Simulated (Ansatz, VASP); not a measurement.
## LaP in two plane-wave programs

Aim: how closely do two programs agree when they are given the same cell, functional and k mesh? The cell is taken from a series of VASP runs on this material, whose earlier steps may have relaxed, scaled or displaced it; both programs get it as it stands.

Program: Ansatz 0.2.0. Level of theory: plane waves, with VASP 6.6.1 beside it; zone-centre phonons at PBEsol. Results are calculated unless marked as measured.

## 1. The structure

Symmetry: Fm-3m, No. 225, cubic system. Conventional cell: a = 5.977 Å, b = 5.977 Å, c = 5.977 Å, α = 90.00°, β = 90.00°, γ = 90.00°. La has 6 P at 2.99 Å nearest. Nearest to P lie 6 La at 2.99 Å. Farther neighbours are not listed.

Structure file:

```xyz
2
Lattice="0.0000 2.9884 2.9884 2.9884 0.0000 2.9884 2.9884 2.9884 0.0000" Properties=species:S:1:pos:R:3 pbc="T T T"
La    0.0000    0.0000    0.0000
P     2.9884    2.9884    2.9884
```

## 2. VASP: zone-centre phonons, PBEsol

Second derivatives magnify differences that forces hide, and they need a tight electronic threshold.

Lines of VASP's logs that name or quote its potential files are left out, and so is its time.

The input, INCAR:

```
SYSTEM = LaP
PREC = Accurate
ENCUT = 500
EDIFF = 1E-08
NELM = 100
ISMEAR = 0
SIGMA = 0.05
LREAL = .FALSE.
ALGO = Normal
GGA = PS
NBANDS = 14
LASPH = .TRUE.
LORBIT = 11
LWAVE = .FALSE.
LCHARG = .FALSE.
KPAR = 4
IBRION = 8
ISIF = 2
```

The input, POSCAR:

```
LaP
1.0
    0.0000000000      2.9883543594      2.9883543594
    2.9883543594      0.0000000000      2.9883543594
    2.9883543594      2.9883543594      0.0000000000
La P
1 1
Direct
    0.0000000000      0.0000000000      0.0000000000
    0.5000000000      0.5000000000      0.5000000000
```

The input, KPOINTS:

```
Automatic mesh
0
Gamma
12 12 12
0 0 0
```

Potentials, in the order of the species: La and P (PBE family, release 64).

Started as:

```console
> mpirun -np 4 vasp_std
```

Numbers of over 12 decimals in the logs are rounded to 6 here.

What it wrote:

```text
[banner, memory and clock lines left out]
running    4 mpi-ranks, on    1 nodes
 distrk:  each k-point on    1 cores,    4 groups
 distr:  one band on    1 cores,    1 groups

 POSCAR found type information on POSCAR LaP
 POSCAR found :  2 types and       2 ions
|                                                                             |
|               ----> ADVICE to this user running VASP <----                  |
|                                                                             |
|     You enforced a specific xc type in the INCAR file but a different       |
|     [... a line on the potential file left out ...]
|     I HOPE YOU KNOW WHAT YOU ARE DOING!                                     |
|                                                                             |

 LDA part: xc-table for (Slater+PW92), standard interpolation
 POSCAR, INCAR and KPOINTS ok, starting setup
 FFT: planning ... GRIDC
 FFT: planning ... GRID_SOFT
 FFT: planning ... GRID
 WAVECAR not read
 entering main loop
       N       E                     dE             d eps       ncg     rms          rms(c)
DAV:   1     0.127316683608E+03    0.12732E+03   -0.55193E+03  2016   0.142E+03
DAV:   2    -0.292006092284E+01   -0.13024E+03   -0.12253E+03  2632   0.211E+02
DAV:   3    -0.139613016827E+02   -0.11041E+02   -0.10707E+02  2898   0.978E+01
DAV:   4    -0.145124310736E+02   -0.55113E+00   -0.54454E+00  3800   0.169E+01
DAV:   5    -0.145312924082E+02   -0.18861E-01   -0.18850E-01  2854   0.298E+00    0.402E+00
DAV:   6    -0.142413409380E+02    0.28995E+00   -0.10822E+00  3348   0.478E+00    0.268E+00
DAV:   7    -0.142275792711E+02    0.13762E-01   -0.71175E-02  3416   0.168E+00    0.126E+00
DAV:   8    -0.142263866348E+02    0.11926E-02   -0.21723E-02  3114   0.164E+00    0.205E-01
DAV:   9    -0.142268178911E+02   -0.43126E-03   -0.20010E-03  3690   0.398E-01    0.175E-01
DAV:  10    -0.142276156254E+02   -0.79773E-03   -0.63843E-03  3106   0.771E-01    0.616E-02
DAV:  11    -0.142274658147E+02    0.14981E-03   -0.17014E-03  3696   0.411E-01    0.409E-02
DAV:  12    -0.142275243694E+02   -0.58555E-04   -0.20592E-04  3266   0.978E-02    0.308E-02
DAV:  13    -0.142275515375E+02   -0.27168E-04   -0.18640E-04  3188   0.876E-02    0.143E-02
DAV:  14    -0.142275554651E+02   -0.39276E-05   -0.61073E-05  3594   0.575E-02    0.495E-03
DAV:  15    -0.142275554846E+02   -0.19453E-07   -0.37096E-06  3378   0.134E-02    0.355E-03
DAV:  16    -0.142275551519E+02    0.33271E-06   -0.29197E-07  3462   0.366E-03    0.910E-04
DAV:  17    -0.142275551344E+02    0.17456E-07   -0.20358E-08  2762   0.111E-03    0.162E-04
DAV:  18    -0.142275551263E+02    0.81186E-08   -0.57415E-09  2030   0.784E-04
   1 F= -.14227555E+02 E0= -.14227452E+02  d E =-.205839E-03
 Linear response reoptimize wavefunctions to high precision
DAV:   1    -0.142275551242E+02    0.21350E-08   -0.28095E-09  2478   0.701E-04
DAV:   2    -0.142275551242E+02   -0.32969E-10   -0.36067E-10  2022   0.218E-04
 Linear response DOF=           2
 Linear response progress:
  Degree of freedom:   1/  2
       N       E                     dE             d eps       ncg     rms          rms(c)
RMM:   1    -0.283129438491E+00   -0.28313E+00   -0.31480E-01  8315   0.186E+01
RMM:   2    -0.259510099017E+00    0.23619E-01   -0.88701E-02  7711   0.277E+00    0.819E-02
RMM:   3    -0.260591676915E+00   -0.10816E-02   -0.31259E-02 10066   0.123E+00    0.552E-02
RMM:   4    -0.262283390441E+00   -0.16917E-02   -0.10332E-02 11383   0.519E-01    0.573E-02
RMM:   5    -0.263585586632E+00   -0.13022E-02   -0.29735E-03 10666   0.282E-01    0.272E-02
RMM:   6    -0.264261152341E+00   -0.67557E-03   -0.13060E-03 11788   0.161E-01    0.119E-02
RMM:   7    -0.264197947149E+00    0.63205E-04   -0.66760E-04 10983   0.988E-02    0.122E-02
RMM:   8    -0.264424651887E+00   -0.22670E-03   -0.24810E-04 11783   0.632E-02    0.517E-03
RMM:   9    -0.264588840918E+00   -0.16419E-03   -0.11808E-04 11370   0.453E-02    0.220E-03
RMM:  10    -0.264581752372E+00    0.70885E-05   -0.63356E-05 12011   0.278E-02    0.124E-03
RMM:  11    -0.264609044077E+00   -0.27292E-04   -0.27582E-05 11694   0.188E-02    0.745E-04
RMM:  12    -0.264590262682E+00    0.18781E-04   -0.19536E-05 11695   0.127E-02    0.179E-03
RMM:  13    -0.264599026169E+00   -0.87635E-05   -0.11979E-05 11958   0.909E-03    0.153E-03
RMM:  14    -0.264612880894E+00   -0.13855E-04   -0.14132E-05 11663   0.744E-03    0.841E-04
[...]
RMM:  25    -0.264636976545E+00   -0.18740E-05   -0.69390E-07 11504   0.218E-03    0.698E-05
RMM:  26    -0.264637653403E+00   -0.67686E-06   -0.50946E-07 11413   0.206E-03    0.210E-05
RMM:  27    -0.264637963847E+00   -0.31044E-06   -0.33944E-07 11459   0.199E-03    0.487E-06
RMM:  28    -0.264637983572E+00   -0.19725E-07   -0.27853E-07 11697   0.195E-03    0.444E-06
RMM:  29    -0.264638218556E+00   -0.23498E-06   -0.20449E-07 11225   0.194E-03    0.172E-05
RMM:  30    -0.264638069754E+00    0.14880E-06   -0.16884E-07 11518   0.193E-03    0.226E-06
RMM:  31    -0.264638029584E+00    0.40169E-07   -0.12725E-07 11642   0.191E-03    0.492E-06
RMM:  32    -0.264638034893E+00   -0.53084E-08   -0.97509E-08 11614   0.191E-03    0.630E-06
 first order change of Fermi-energy   0.55400E-03
 force on displaced ion       1 direction 1 :  -2.810   0.000   0.000
 Linear response progress:
  Degree of freedom:   2/  2
       N       E                     dE             d eps       ncg     rms          rms(c)
RMM:   1    -0.537098694067E-01   -0.53710E-01   -0.13956E-02 11575   0.131E+00
RMM:   2    -0.501901800069E-01    0.35197E-02   -0.40621E-03  8317   0.614E-01    0.900E-02
RMM:   3    -0.508262520647E-01   -0.63607E-03   -0.11457E-03  9774   0.187E-01    0.415E-02
RMM:   4    -0.514305250583E-01   -0.60427E-03   -0.42938E-04  9659   0.140E-01    0.158E-02
RMM:   5    -0.514081621228E-01    0.22363E-04   -0.96305E-05 10749   0.511E-02    0.999E-03
RMM:   6    -0.514556317354E-01   -0.47470E-04   -0.41449E-05 11232   0.254E-02    0.332E-03
RMM:   7    -0.514749456588E-01   -0.19314E-04   -0.79261E-06 10999   0.128E-02    0.172E-03
RMM:   8    -0.514769059749E-01   -0.19603E-05   -0.26001E-06 11414   0.710E-03    0.657E-04
RMM:   9    -0.514770726328E-01   -0.16666E-06   -0.52361E-07 11744   0.361E-03    0.352E-04
RMM:  10    -0.514771747825E-01   -0.10215E-06   -0.61718E-07 11654   0.227E-03    0.117E-04
RMM:  11    -0.514773090173E-01   -0.13423E-06   -0.21822E-06 11700   0.154E-03    0.147E-04
RMM:  12    -0.514770101097E-01    0.29891E-06   -0.17180E-06 11303   0.111E-03    0.414E-05
RMM:  13    -0.514770182429E-01   -0.81332E-08   -0.18370E-06 11536   0.882E-04    0.274E-05
RMM:  14    -0.514770877804E-01   -0.69538E-07   -0.13142E-06 11145   0.780E-04    0.820E-06
RMM:  15    -0.514770751775E-01    0.12603E-07   -0.72117E-07 11684   0.699E-04    0.587E-06
RMM:  16    -0.514770994691E-01   -0.24292E-07   -0.45759E-07 11102   0.669E-04    0.450E-06
RMM:  17    -0.514770877994E-01    0.11670E-07   -0.26119E-07 11575   0.635E-04    0.575E-06
RMM:  18    -0.514770881815E-01   -0.38203E-09   -0.21531E-07 11213   0.627E-04    0.116E-06
RMM:  19    -0.514770921953E-01   -0.40138E-08   -0.71131E-08 11437   0.608E-04    0.123E-06
 first order change of Fermi-energy  -0.11464E-03
 force on displaced ion       2 direction 1 :  -2.781   0.000   0.000
 Linear response finished
```

Parts of OUTCAR (step 2):

```text
ion  position               nearest neighbor table
   1  0.000  0.000  0.000-   2 2.99   2 2.99   2 2.99   2 2.99   2 2.99   2 2.99
   2  0.500  0.500  0.500-   1 2.99   1 2.99   1 2.99   1 2.99   1 2.99   1 2.99

  LATTYP: Found a face centered cubic cell.
 ALAT       =     5.9767087188

 Subroutine GETGRP returns: Found 48 space group operations
 (whereof 48 operations were pure point group operations)

The static configuration has the point symmetry O_h .

 Found     72 irreducible k-points:

   k-points           NKPTS =     72   k-points in BZ     NKDIM =     72   number of bands    NBANDS=     14

   dimension x,y,z NGX =    32 NGY =   32 NGZ =   32
   dimension x,y,z NGXF=    64 NGYF=   64 NGZF=   64

   ENCUT  =  500.0 eV  36.75 Ry    6.06 a.u.   7.71  7.71  7.71*2*pi/ulx,y,z

   NELECT =      16.0000    total number of electrons

 k-points in reciprocal lattice and weights: Automatic mesh
   0.00000000  0.00000000  0.00000000       0.001
   0.08333333  0.00000000  0.00000000       0.005
   0.16666667  0.00000000  0.00000000       0.005
   0.25000000  0.00000000  0.00000000       0.005
   0.33333333  0.00000000  0.00000000       0.005
   0.41666667  0.00000000  0.00000000       0.005
   0.50000000  0.00000000  0.00000000       0.002
   0.08333333  0.08333333  0.00000000       0.003
   0.16666667  0.08333333  0.00000000       0.014
[...]
-0.33333333  0.50000000  0.16666667       0.007
  -0.25000000  0.50000000  0.25000000       0.003

 average (electrostatic) potential at core
       1 -96.3691       2 -80.1802

  Total        0.0041847      0.0041847      0.0041847      0.0000000      0.0000000     -0.0000000
  in kB        0.1256180      0.1256180      0.1256180      0.0000000      0.0000000     -0.0000000
  external PRESSURE =       0.1256180 kB  Pullay stress =       0.0000000 kB

  energy-cutoff  :      500.00
  volume of cell :       53.37
      direct lattice vectors                 reciprocal lattice vectors
     0.000000000  2.988354359  2.988354359    -0.167316168  0.167316168  0.167316168
     2.988354359  0.000000000  2.988354359     0.167316168 -0.167316168  0.167316168
     2.988354359  2.988354359  0.000000000     0.167316168  0.167316168 -0.167316168

 POSITION                                       TOTAL-FORCE (eV/Angst)
 -----------------------------------------------------------------------------------
      0.00000      0.00000      0.00000         0.000000      0.000000     -0.000000
      2.98835      2.98835      2.98835        -0.000000     -0.000000      0.000000
 -----------------------------------------------------------------------------------
    total drift:                                0.000000     -0.000000     -0.000000

 Eigenvectors and eigenvalues of the dynamical matrix
 ----------------------------------------------------

   1 f  =    5.185644 THz    32.582365 2PiTHz  172.974479 cm-1    21.446092 meV
             X         Y         Z           dx          dy          dz
      0.000000  0.000000  0.000000     0.000000    0.428763    0.000000
      2.988354  2.988354  2.988354     0.000000   -0.903417    0.000000

   2 f  =    5.185644 THz    32.582365 2PiTHz  172.974479 cm-1    21.446092 meV
             X         Y         Z           dx          dy          dz
      0.000000  0.000000  0.000000    -0.428763    0.000000    0.000000
      2.988354  2.988354  2.988354     0.903417    0.000000    0.000000

   3 f  =    5.185644 THz    32.582365 2PiTHz  172.974479 cm-1    21.446092 meV
             X         Y         Z           dx          dy          dz
      0.000000  0.000000  0.000000     0.000000    0.000000   -0.428763
      2.988354  2.988354  2.988354     0.000000    0.000000    0.903417

   4 f/i=    0.010071 THz     0.063281 2PiTHz    0.335948 cm-1     0.041652 meV
             X         Y         Z           dx          dy          dz
      0.000000  0.000000  0.000000     0.903417    0.000000    0.000000
      2.988354  2.988354  2.988354     0.428763    0.000000    0.000000

   5 f/i=    0.010071 THz     0.063281 2PiTHz    0.335948 cm-1     0.041652 meV
             X         Y         Z           dx          dy          dz
      0.000000  0.000000  0.000000     0.000000   -0.903417    0.000000
      2.988354  2.988354  2.988354     0.000000   -0.428763    0.000000

   6 f/i=    0.010071 THz     0.063281 2PiTHz    0.335948 cm-1     0.041652 meV
             X         Y         Z           dx          dy          dz
      0.000000  0.000000  0.000000     0.000000    0.000000    0.903417
      2.988354  2.988354  2.988354     0.000000    0.000000    0.428763

 ELASTIC MODULI CONTR FROM IONIC RELAXATION (kBar)
 Direction    XX          YY          ZZ          XY          YZ          ZX
 --------------------------------------------------------------------------------
 XX           0.0000      0.0000      0.0000      0.0000      0.0000      0.0000
 YY           0.0000      0.0000      0.0000      0.0000      0.0000      0.0000
 ZZ           0.0000      0.0000      0.0000      0.0000      0.0000      0.0000
 XY           0.0000      0.0000      0.0000      0.0000      0.0000      0.0000
 YZ           0.0000      0.0000      0.0000      0.0000      0.0000      0.0000
 ZX           0.0000      0.0000      0.0000      0.0000      0.0000      0.0000
 --------------------------------------------------------------------------------
```

(Continued in part 2 of 2.)

[Lines on the potential files, build, host, timing and source positions are cut from VASP's logs without a mark.]

[Logs are printed without paths, hosts, clocks, repeated set-up lines and the standing remarks that a program may print on its own settings, such as how far it seeks lower states.]

[Hosts, paths, dates, database ids (printed as entryN), source tags and the programs' standing remarks are cut or masked in the printed files.]
